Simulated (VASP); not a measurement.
# Rh (I4/mmm) in VASP: single point with PBE

Aim: the single point of Rh with PBE.

Program: VASP 6.6.1. These are calculated values, not measurements. Logs are shortened: lines on timing, memory, paths and dates and some standing lists are left out, and cuts for length are marked.

## Step 1: The structure

The structure is tetragonal, space group I4/mmm (No. 139). The conventional cell has a = 3.163 Å, b = 3.163 Å, c = 2.604 Å, α = 90.00°, β = 90.00°, γ = 90.00°. Rh (site symmetry 4/mmm) is surrounded by 10 Rh at 2.59 to 2.60 Å.

The cell was built by a generator and needn't be a form met in nature.

## Step 2: Single point, PBE

INCAR reads:

```
PREC = Accurate
ENCUT = 520
EDIFF = 1E-7
ISMEAR = -1
SIGMA = 0.1
LREAL = False
LASPH = True
NELM = 80
ALGO = Fast
ISIF = 2
LWAVE = False
LCHARG = False
GGA = PE
NBANDS = 14
```

KPOINTS reads:

```
regular mesh
0
Gamma
  16 16 15
```

POSCAR reads:

```
Rh
1.0
   -1.5815130000      1.5815130000      1.3021390000
    1.5815130000     -1.5815130000      1.3021390000
    1.5815130000      1.5815130000     -1.3021390000
Rh
1
Direct
    0.0000000000      0.0000000000      0.0000000000
```

Potentials or basis: VASP PAW PBE potentials, release 64 (Rh_pv).

Command:

```sh
cat potpaw_PBE.64/Rh_pv/POTCAR > POTCAR
mpirun -np 1 vasp_std > vasp.out
```

OUTCAR:

```text
PREC = Accurate
   ENCUT = 520
   EDIFF = 1E-7
   ISMEAR = -1
   LREAL = False
   LASPH = True
   NELM = 80
   ISIF = 2
   GGA = PE

 ion  position               nearest neighbor table
   1  0.000  0.000  0.000-

  LATTYP: Found a body centered tetragonal cell.
 ALAT       =     3.1630260000
 C/A-ratio  =     0.8233501716

  Lattice vectors:

 A1 = (  -1.5815130000,   1.5815130000,   1.3021390000)
 A2 = (   1.5815130000,  -1.5815130000,   1.3021390000)
 A3 = (   1.5815130000,   1.5815130000,  -1.3021390000)

Analysis of symmetry for initial positions (statically):
=====================================================================
 Subroutine PRICEL returns:
 Original cell was already a primitive cell.

 Routine SETGRP: Setting up the symmetry group for a
 body centered tetragonal supercell.

 Subroutine GETGRP returns: Found 16 space group operations
 (whereof 16 operations were pure point group operations)
 out of a pool of 16 trial point group operations.

The static configuration has the point symmetry D_4h.

Analysis of symmetry for dynamics (positions and initial velocities):
=====================================================================
 Subroutine PRICEL returns:
 Original cell was already a primitive cell.

 Routine SETGRP: Setting up the symmetry group for a
 body centered tetragonal supercell.

 Subroutine GETGRP returns: Found 16 space group operations
 (whereof 16 operations were pure point group operations)
 out of a pool of 16 trial point group operations.

The dynamic configuration has the point symmetry D_4h.

 Subroutine INISYM returns: Found 16 space group operations
 (whereof 16 operations are pure point group operations),
 and found     1 'primitive' translations

----------------------------------------------------------------------------------------

                                     Primitive cell

  volume of cell :      13.0276

  direct lattice vectors                    reciprocal lattice vectors
    -1.581513000  1.581513000  1.302139000     0.000000000  0.316152950  0.383983584
     1.581513000 -1.581513000  1.302139000     0.316152950  0.000000000  0.383983584
     1.581513000  1.581513000 -1.302139000     0.316152950  0.316152950  0.000000000

  length of vectors
     2.588036459  2.588036459  2.588036459     0.497389264  0.497389264  0.447107789

  position of ions in fractional coordinates (direct lattice)
     0.000000000  0.000000000  0.000000000

  ion indices of the primitive-cell ions
   primitive index   ion index
                 1           1

----------------------------------------------------------------------------------------

 KPOINTS: regular mesh

Automatic generation of k-mesh.
 Grid dimensions read from file:
 generate k-points for:   16   16   15

 Generating k-lattice:

  Cartesian coordinates                     Fractional coordinates (reciprocal lattice)
     0.000000000  0.019759559  0.023998974     0.062500000  0.000000000  0.000000000
     0.019759559  0.000000000  0.023998974     0.000000000  0.062500000  0.000000000
     0.021076863  0.021076863  0.000000000     0.000000000  0.000000000  0.066666667

  Length of vectors
     0.031086829  0.031086829  0.029807186

  Shift w.r.t. Gamma in fractional coordinates (k-lattice)
     0.000000000  0.000000000  0.000000000

 -----------------------------------------------------------------------------
|                                                                             |
|           W    W    AA    RRRRR   N    N  II  N    N   GGGG   !!!           |
|           W    W   A  A   R    R  NN   N  II  NN   N  G    G  !!!           |
|           W    W  A    A  R    R  N N  N  II  N N  N  G       !!!           |
|           W WW W  AAAAAA  RRRRR   N  N N  II  N  N N  G  GGG   !            |
|           WW  WW  A    A  R   R   N   NN  II  N   NN  G    G                |
|           W    W  A    A  R    R  N    N  II  N    N   GGGG   !!!           |
|                                                                             |
|     Your reciprocal lattice and k-lattice belong to different lattice       |
|     classes:                                                                |
|                                                                             |
|        The reciprocal lattice is body-centered tetragonal,                  |
|        whereas your k-lattice is base-centered monoclinic.                  |
|                                                                             |
|     Results are often still useful ...                                      |
|                                                                             |
 -----------------------------------------------------------------------------

 WARNING: IBZKPT: internal override: KBLOWUP is changed to .FALSE.
      ... skipping the blow-up phase ...

 Subroutine IBZKPT returns following result:
 ===========================================

 Found   1025 irreducible k-points:

 Following reciprocal coordinates:
            Coordinates               Weight
  0.000000  0.000000  0.000000      1.000000
  0.062500  0.000000  0.000000      4.000000
  0.125000  0.000000  0.000000      4.000000
  0.187500 -0.000000  0.000000      4.000000
  0.250000  0.000000  0.000000      4.000000
  0.312500  0.000000  0.000000      4.000000
[... 16 lines left out ...]
 -0.125000  0.062500  0.000000      4.000000
 -0.062500  0.062500  0.000000      2.000000
 [... further k-points ...]
   k-points           NKPTS =   1025   k-points in BZ     NKDIM =   1025   number of bands    NBANDS=     14
   number of dos      NEDOS =    301   number of ions     NIONS =      1
   total plane-waves  NPLWV =   8000
   dimension x,y,z NGX =    20 NGY =   20 NGZ =   20
   dimension x,y,z NGXF=    40 NGYF=   40 NGZF=   40
   ions per type =               1
   NGX,Y,Z   is equivalent  to a cutoff of  12.85, 12.85, 12.85 a.u.
   NGXF,Y,Z  is equivalent  to a cutoff of  25.69, 25.69, 25.69 a.u.
 SYSTEM =  unknown system
   PREC   = accura    normal or accurate (medium, high low for compatibility)
   ISTART =      0    job   : 0-new  1-cont  2-samecut
   ICHARG =      2    charge: 1-file 2-atom 10-const
   ISPIN  =      1    spin polarized calculation?
   LNONCOLLINEAR =      F non collinear calculations
   LSORBIT =      F    spin-orbit coupling
   LASPH  =      T    aspherical Exc in radial PAW
   ENCUT  =  520.0 eV  38.22 Ry    6.18 a.u.   4.81  4.81  4.81*2*pi/ulx,y,z
   NELM   =     80;   NELMIN=  2; NELMDL= -5     # of ELM steps
   EDIFF  = 0.1E-06   stopping-criterion for ELM
   LREAL  =      F    real-space projection
   EDIFFG = 0.1E-05   stopping-criterion for IOM
   NSW    =      0    number of steps for IOM
   IBRION =     -1    ionic relax: 0-MD 1-quasi-New 2-CG
   NFREE  =      0    steps in history (QN), initial steepest desc. (CG)
   ISIF   =      2    stress and relaxation
   ISYM   =      2    0-nonsym 1-usesym 2-fastsym
   POTIM  = 0.5000    time-step for ionic-motion
   TEBEG  =    0.0;   TEEND  =   0.0 temperature during run
   PSTRESS=    0.0 pullay stress
   NELECT =      15.0000    total number of electrons
   NUPDOWN=      -1.0000    fix difference up-down
   EMIN   =  10.00;   EMAX   =-10.00  energy-range for DOS
   EFERMI =   0.00;   METHOD = LEGACY
   ISMEAR =    -1;   SIGMA  =   0.10  broadening in eV -4-tet -1-fermi 0-gaus
   EFERMI_NEDOS =   21; number of points for ismear=-14 and -15
   IALGO  =     68    algorithm
   IMIX   =      4    mixing-type and parameters
     AMIX     =   0.40;   BMIX     =  1.00
     AMIX_MAG =   1.60;   BMIX_MAG =  1.00
  volume/ion in A,a.u.               =      13.03        87.91
  Fermi-wavevector in a.u.,A,eV,Ry     =   1.715870  3.242523 40.058391  2.944209
  Thomas-Fermi vector in A             =   2.793161
   LORBIT       =      0    0 simple, 1 ext, 2 COOP (PROOUT), +10 PAW based schemes
   GGA     = PE    functional components
   LHFCALC =     F    Hartree Fock is set to
   AEXX    =    0.0000 exact exchange contribution
   IVDW    =     0    specifies the selected vdW correction
   LEPSILON=     F    determine dielectric tensor
   LRPA    =     F    only Hartree local field effects (RPA)
 non-spin polarized calculation
 RMM-DIIS sequential band-by-band and
  energy-cutoff  :      520.00
  volume of cell :       13.03
 maximum number of plane-waves:       362
   NGX =  9   NGY =  9   NGZ =  9

 number of electron      14.9999998 magnetization

 Free energy of the ion-electron system (eV)
  ---------------------------------------------------
  ext. energy  EPLUGINS =         0.00000000
  ---------------------------------------------------
  free energy    TOTEN  =        -6.94156482 eV

  energy without entropy =       -6.89560674  energy(sigma->0) =       -6.91858578

 E-fermi :  12.7239     XC(G=0): -14.3572

 val. band max:       12.7229319384   @ k =  -0.0625  -0.2500   0.0667
 cond. band min:      12.7245666995   @ k =  -0.1250   0.0625   0.2000
 fundamental gap:      0.0016347612
 Fermi energy:        12.7239335621

 k-point     1 :       0.0000    0.0000    0.0000
  band No.  band energies     occupation
      1     -33.5431      2.00000
      2     -33.4031      2.00000
      3     -33.4031      2.00000
      4       4.5835      2.00000
      5       8.4167      2.00000
      6      10.3591      2.00000
      7      10.4361      2.00000
      8      10.4361      2.00000
      9      13.1213      0.03691
     10      30.1106      0.00000
     11      30.1106      0.00000
     12      33.4813      0.00000
     13      34.9906      0.00000
     14      42.2995      0.00000

 k-point     2 :       0.0625    0.0000    0.0000
  band No.  band energies     occupation
      1     -33.5735      2.00000
      2     -33.4159      2.00000
      3     -33.4143      2.00000
      4       4.7768      2.00000
      5       8.4786      2.00000
      6      10.3192      2.00000
      7      10.4040      2.00000
      8      10.4845      2.00000
      9      13.0292      0.09016
     10      30.3571      0.00000
[... 362 lines left out ...]
 k-point    24 :      -0.0625    0.0625    0.0000
  band No.  band energies     occupation
      1     -33.5504      2.00000
      2     -33.4378      2.00000
      3     -33.4010      2.00000
      4       4.7355      2.00000
      5       8.4572      2.00000
      6      10.2901      2.00000
      7      10.3946      2.00000
      8      10.5519      2.00000
      9      13.0697      0.06107
     10      30.1527      0.00000
     11      30.2354      0.00000
     12      33.4813      0.00000
     13      35.1949      0.00000
     14      40.1679      0.00000

 [... further k-points ...]

------------------------ aborting loop because EDIFF is reached ----------------------------------------

  FORCE on cell =-STRESS in cart. coord.  units (eV):
  Direction    XX          YY          ZZ          XY          YZ          ZX
  --------------------------------------------------------------------------------------
  -------------------------------------------------------------------------------------
  Total        2.5135927      2.5135927      2.6821593      0.0000000      0.0000000      0.0000000
  in kB      309.1310465    309.1310465    329.8619984      0.0000000      0.0000000      0.0000000
  external PRESSURE =     316.0413638 kB  Pullay stress =       0.0000000 kB

 VOLUME and BASIS-vectors are now :
 -----------------------------------------------------------------------------
  energy-cutoff  :      520.00
  volume of cell :       13.03
      direct lattice vectors                 reciprocal lattice vectors
    -1.581513000  1.581513000  1.302139000     0.000000000  0.316152950  0.383983584
     1.581513000 -1.581513000  1.302139000     0.316152950  0.000000000  0.383983584
     1.581513000  1.581513000 -1.302139000     0.316152950  0.316152950  0.000000000

 POSITION                                       TOTAL-FORCE (eV/Angst)
 -----------------------------------------------------------------------------------
      0.00000      0.00000      0.00000        -0.000000      0.000000      0.000000
 -----------------------------------------------------------------------------------
    total drift:                                0.000000     -0.000000      0.000000

  FREE ENERGIE OF THE ION-ELECTRON SYSTEM (eV)
  ---------------------------------------------------
  free  energy   TOTEN  =        -6.9415648180 eV

  energy  without entropy=       -6.8956067427  energy(sigma->0) =       -6.91858578
```

Wall time 4 min (1 thread of Intel Xeon Platinum 8375C at 2.90GHz (Ice Lake), shared host); peak memory 0.27 GiB.

What came out:

```
Free energy            : -6.9416 eV
Pressure               : 31.6 GPa
Band gap on the k mesh : none (metal or under the smearing width)
```

Caveat: a pressure of tens of GPa on the cell as given is suspect, and the run, the potentials or the cell itself is likely at fault.
